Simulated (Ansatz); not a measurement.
Runs of Ansatz 0.2.0 on MnS. The structure is cubic, space group F-43m (No. 216). Conventional cell: a = 4.947 Å, b = 4.947 Å, c = 4.947 Å, α = 90.00°, β = 90.00°, γ = 90.00°. Mn (site symmetry -43m) has 4 S at 2.14 Å as nearest neighbours. S (site symmetry -43m) has 4 Mn at 2.14 Å as nearest neighbours. The cell is a database's computed one.

| task | level | cutoff (eV) | pressure (GPa) | moment (μB) | V0 of scaled cells (Å³/atom) | B0 (GPa) |
| --- | --- | --- | --- | --- | --- | --- |
| band structure | LDA | 344 | -6.9 | 0.14 | - | - |
| equation of state | PBEsol | - | - | - | 14.82 | (a) |
| band structure | PBEsol | 344 | (c) | 0.24 | - | - |
| equation of state | LDA | - | - | - | 14.43 | (b) |

Alike in all rows: potentials or basis all-electron LAPW, scalar-relativistic; spin collinear, ferromagnetic start; cell as given; k mesh 9 × 9 × 9; smearing fermi-dirac 0.05 eV; basis error allowed 0.001 eV/atom.

Q: Fill in the values left out.

A: (a) 151; (b) 163; (c) -3.0.

Caveats: the starting moments weren't kept; the moment fell far below its start of 4 μB, so a state of higher moment may lie lower in energy (some runs).

Runs at the PBE level aren't shown here.
